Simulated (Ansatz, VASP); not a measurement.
# Pd: VASP beside Ansatz

File INCAR:

```
PREC     = Accurate       # precision mode
ENCUT    = 520            # plane-wave cutoff, eV
EDIFF    = 1E-7           # SCF threshold, eV
ISMEAR   = 0              # smearing method
SIGMA    = 0.15           # smearing width, eV
LREAL    = F              # projectors in reciprocal space
LASPH    = T              # aspherical terms in the spheres
NELM     = 60             # most SCF steps
ALGO     = Normal         # electronic algorithm
ISIF     = 2              # what is computed and relaxed
LWAVE    = F              # write WAVECAR
LCHARG   = F              # write CHGCAR
GGA      = CA             # functional
NBANDS   = 11             # bands
```

The input KPOINTS:

```
regular mesh
0
Gamma
  20 20 20
```

Contents of POSCAR:

```
Pd
1.0
    0.0000000000      1.9449000000      2.1004920000
    1.9449000000      0.0000000000      2.1004920000
    1.9449000000      1.9449000000      0.0000000000
Pd
1
Direct
    0.0000000000      0.0000000000      0.0000000000
```

Input for Ansatz:

```yaml
crystal:
  lattice:
    - [0.0, 1.9449, 2.100492]
    - [1.9449, 0.0, 2.100492]
    - [1.9449, 1.9449, 0.0]
  atoms:
    - { symbol: Pd, position: [0.0, 0.0, 0.0] }
basis:
  ecutwfc: 420
kpoints:
  mp_grid: { grid: [20, 20, 20] }
hamiltonian:
  xc: lda
scf:
  occupations: { method: gaussian, width: 0.15 }
output:
  forces: true
  stress: true
  eigenvalues: true
```

Change from the starting cell: strain +0.000 along x and y, +0.080 along z, atoms carried along.

Alike in both runs: task single point; functional LDA; k mesh 20 × 20 × 20; occupations gaussian, width 0.15 eV; no spin polarisation.

|  | VASP | Ansatz |
| --- | --- | --- |
| version | VASP 6.6.1 | Ansatz 0.2.0 |
| potentials or method | VASP PAW LDA potentials, release 64 (Pd) | scalar-relativistic, plane waves, PAW |
| plane-wave cutoff (eV) | 520 | 420 |
| valence electrons in the cell | 10 | 18 |

Ansatz gave:

```
gap on the k mesh at the Fermi level (eV)       : none
pressure (GPa)                                  : -18.8
largest component of the traceless stress (GPa) : 2.57
```

Task: Which values does VASP return?

Result: gap on the k mesh at the Fermi level (eV): none; pressure (GPa): -18.6; largest component of the traceless stress (GPa): 2.55.

A gap of «none» marks a metal or a gap that the smearing closes. The two sets of potentials don't hold the same shells in valence.

Caveats: so large a pressure means that the cell lies far from this level's equilibrium, or that cutoff or potentials fall short (VASP).
